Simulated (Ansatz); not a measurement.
Crystal: PbSe.

```
Pb Se
1.0
     3.78432    0.00000    0.00000
     0.00000    3.78432    0.00000
     0.00000    0.00000    3.78432
Pb Se
1 1
Direct
  0.00000 0.00000 0.00000
  0.50000 0.50000 0.50000
```

Measurements of this composition are mostly on another form, of space group No. 225.

| Property | Result |
| --- | --- |
| Program | Ansatz 0.2.0 |
| Task | relaxation of cell and atoms |
| Functional | RPBE |
| Dispersion | D4 |
| Potentials or basis | Ansatz PAW |
| Cutoff | 420 eV (not typed: the program's choice for these potentials) |
| k mesh | 7 × 7 × 7 |
| Occupations | fermi-dirac, width 0.05 eV |
| Spin | no spin polarisation |

At the start: volume 27.10 Å³/atom.

Question: Where does the relaxation end?

Answer: It ends after 4 steps and the volume is 25.75 Å³/atom (-5.0 %); space group Pm-3m (No. 221, to 0.05 Å).

The path:
```
step  energy change (eV)  largest force (eV/Å)  volume (Å³)
   1              0.0000                0.0000        54.20
   2             -0.0221                0.0000        51.16
   3             -0.0224                0.0000        51.50
   4             -0.0221                0.0000        51.50
```

Final structure:
```cif
data_structure
_symmetry_space_group_name_H-M 'P 1'
_symmetry_Int_Tables_number 1
_cell_length_a 3.7205
_cell_length_b 3.7205
_cell_length_c 3.7205
_cell_angle_alpha 90.000
_cell_angle_beta 90.000
_cell_angle_gamma 90.000
_cell_volume 51.50
loop_
_atom_site_label
_atom_site_type_symbol
_atom_site_fract_x
_atom_site_fract_y
_atom_site_fract_z
_atom_site_occupancy
Pb1 Pb 0.00000 0.00000 0.00000 1
Se1 Se 0.50000 0.50000 0.50000 1
```

Caveat: the plane-wave basis is chosen anew once the cell has moved, so the energies of steps on either side of that aren't comparable; pairwise dispersion overbinds metals, which lowers pressure and volume; the PAW data sets come from PBE, with cores solved anew for the run's functional, which leaves a small shift of forces and pressure.
